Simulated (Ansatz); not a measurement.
# Molybdenum, diamond under RPBE: from relaxation to bulk modulus

Aim: take molybdenum in the diamond structure, relax it, solve it on a dense k-mesh, then scale the cell to 7 volumes from 88 to 112 % of the relaxed one and try a fit of the equation of state. Spin polarisation is left out. The k-meshes are 10×10×10 for the relaxation; 16×16×16 for the dense run; 11×11×11 for the volumes.

This is Mo in the diamond structure; at room conditions it is bcc.

Computed with Ansatz 0.2.0 (DFT RPBE, plane waves (420 eV) with PAW, scalar-relativistic; PBE-made PAW files, unless a step says otherwise).

**1. The structure to begin with**

The structure is cubic, space group Fd-3m (No. 227). The conventional cell has a = 5.522 Å, b = 5.522 Å, c = 5.522 Å, α = 90.00°, β = 90.00°, γ = 90.00°. Around Mo (site symmetry -43m) lie 4 Mo at 2.39 Å.

Structure file:

```
CELL_PARAMETERS angstrom
0.00000 2.76083 2.76083
2.76083 0.00000 2.76083
2.76083 2.76083 0.00000
ATOMIC_POSITIONS crystal
Mo 0.12500 0.12500 0.12500
Mo 0.87500 0.87500 0.87500
```

**2. Relaxation of the cell**

The input, input.yaml:

```yaml
crystal:
  lattice:
    - [0.0, 2.7608283082, 2.7608283082]
    - [2.7608283082, 0.0, 2.7608283082]
    - [2.7608283082, 2.7608283082, 0.0]
  atoms:
    - { symbol: Mo, position: [0.125, 0.125, 0.125] }
    - { symbol: Mo, position: [0.875, 0.875, 0.875] }
hamiltonian:
  xc: rpbe
  pseudopotentials:
    kind: paw
    azcp:
      Mo: "pseudopotentials/Mo.paw.azcp"
basis:
  ecutwfc: 420
  fft_grid_basis: typed
kpoints:
  mp_grid: { grid: [10, 10, 10], shift: [0, 0, 0] }
magnetization:
  spin_polarized: false
scf:
  occupations: { method: fermi_dirac, width: 0.1 }
relax:
  max_steps: 60
  f_tol: 0.01
  cell: {}
```

After this run come: Single point on a dense mesh; The cell scaled to 88 % of its volume; The cell scaled to 92 % of its volume; The cell scaled to 96 % of its volume; The cell scaled to 100 % of its volume; The cell scaled to 104 % of its volume; The cell scaled to 108 % of its volume; The cell scaled to 112 % of its volume.

Before running it: what results should come out? Wanted: space group; conventional cell; volume; shortest distance; gap on the mesh; relative to bcc; V₀, B₀, B₀′.

**Answer**, as computed:

| quantity | value |
| --- | --- |
| space group (spins left aside) | Fd-3m (No. 227) |
| conventional cell | a = 5.729 Å |
| volume | 23.503 Å³/atom |
| shortest distance | 2.481 Å |
| gap on the mesh | none (levels filled in part) |
| relative to bcc | +2180 meV/atom |
| V₀, B₀, B₀′ | 23.453 Å³/atom, 100 GPa, 4.1 |

**Reading.** The relaxation enlarged the cell by 11.7 % in volume. Against the reference form of molybdenum (bcc, computed apart with the same settings) it stands 2180 meV/atom higher. No gap shows: it is a metal or semimetal at this level. B₀ comes out at 100 GPa. Relaxation kept the symmetry; phonons were not checked.
